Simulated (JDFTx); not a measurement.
The system is SiC (Moissanite).

```xyz
4
Lattice="3.0760 0.0000 0.0000 -1.5380 2.6639 0.0000 0.0000 0.0000 5.0480" Properties=species:S:1:pos:R:3 pbc="T T T"
Si    1.5380    0.8880    2.5240
Si    0.0000    1.7759    0.0000
C     1.5380    0.8880    4.4675
C     0.0000    1.7759    1.9435
```

Base run:

- Program: JDFTx 1.7.0 (patched build)
- Functional: r2SCAN
- Potentials or basis: SG15-PBE-1.2
- Cutoff: 1088 eV
- Density cutoff: 8708 eV
- k mesh: 10 × 10 × 5
- Occupations: fermi-dirac, width 0.05 eV
- Spin: no spin polarisation

Its results: band gap on the k mesh 2.88 eV, indirect (least direct gap 4.55 eV); pressure 1.6 GPa; largest force 0.784 eV/Å.

Q: The run is repeated on the same cell with these changes: functional from r2SCAN to revPBE; potentials or basis from SG15-PBE-1.2 to PseudoDojo-SR-PBE-0.5-standard with smoothed tails; cutoff from 1088 eV to 1116 eV; density cutoff from 8708 eV to 8925 eV. What comes out?

A: Band gap on the k mesh 2.54 eV, indirect (least direct gap 4.13 eV); pressure 4.3 GPa; largest force 0.760 eV/Å.

Caveats: the potentials were made for another functional, which shifts forces and pressure; an odd mesh through Γ misses points on the zone boundary, where band edges often lie; meta-GGA forces are noisy on this grid (some runs); the empty levels aren't tightly converged (some runs).
